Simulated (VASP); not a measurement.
GaN: band structure with PBEsol

Crystal: GaN.

```
Ga N
1.0
     0.00000    2.24757    2.24757
     2.24757    0.00000    2.24757
     2.24757    2.24757    0.00000
Ga N
1 1
Direct
  0.00000 0.00000 0.00000
  0.25000 0.25000 0.25000
```

The cell was built by a generator and needn't be a form met in nature.

```
Program                : VASP 6.6.1
Task                   : band structure
Functional             : PBEsol
Potentials or basis    : VASP PAW PBE potentials, release 64 (Ga_d, N)
Cutoff                 : 520 eV
k mesh                 : 8 × 8 × 8
Occupations            : gaussian, width 0.03 eV
Spin                   : spin-orbit coupling, no magnetisation
Further INCAR settings : ALGO = Normal; EDIFF = 1e-07; NBANDS = 32
```

```json
{
  "Pressure": "0.1 GPa",
  "Valence electrons inside the program's atomic spheres": "Ga 11.89; N 3.73"
}
```

Run time: 85 s on 1 thread of Intel(R) Xeon(R) Platinum 8488C (Sapphire Rapids) (shared host), peak memory 0.25 GiB.

Caveat: the PAW data sets were made with another functional, which shifts forces and pressure a little.
